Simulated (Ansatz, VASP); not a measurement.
**SiC: VASP beside Ansatz**

```xyz
2
Lattice="0.0000 2.1193 2.1193 2.1193 0.0000 2.1193 2.1193 2.1193 0.0000" Properties=species:S:1:pos:R:3 pbc="T T T"
Si    0.0000    0.0000    0.0000
C     2.1193    2.1193    2.1193
```

The cell was built by a generator and needn't be a form met in nature.

Alike in both runs: task single point; functional r2SCAN; k mesh 8 × 8 × 8; occupations gaussian, width 0.1 eV; no spin polarisation.

|  | VASP | Ansatz |
| --- | --- | --- |
| version | VASP 6.6.1 | Ansatz 0.2.0 |
| potentials or method | VASP PAW PBE potentials, release 64 (Si, C) | scalar-relativistic, plane waves, PAW |
| plane-wave cutoff (eV) | 520 | 500 |
| valence electrons in the cell | 8 | 8 |

Ansatz gave:

* gap on the k mesh at the Fermi level (eV): none
* pressure (GPa): -27.2

Problem. What did VASP give for the same quantities?

Solution. gap on the k mesh at the Fermi level (eV): none; pressure (GPa): -26.9.

A gap of «none» marks a metal or a gap that the smearing closes. With one functional, cell and mesh, what is left measures potentials, basis and numerics.

Caveats: so large a pressure means that the cell lies far from this level's equilibrium, or that cutoff or potentials fall short (VASP); the potentials were made for another functional, which shifts forces and pressure (VASP).
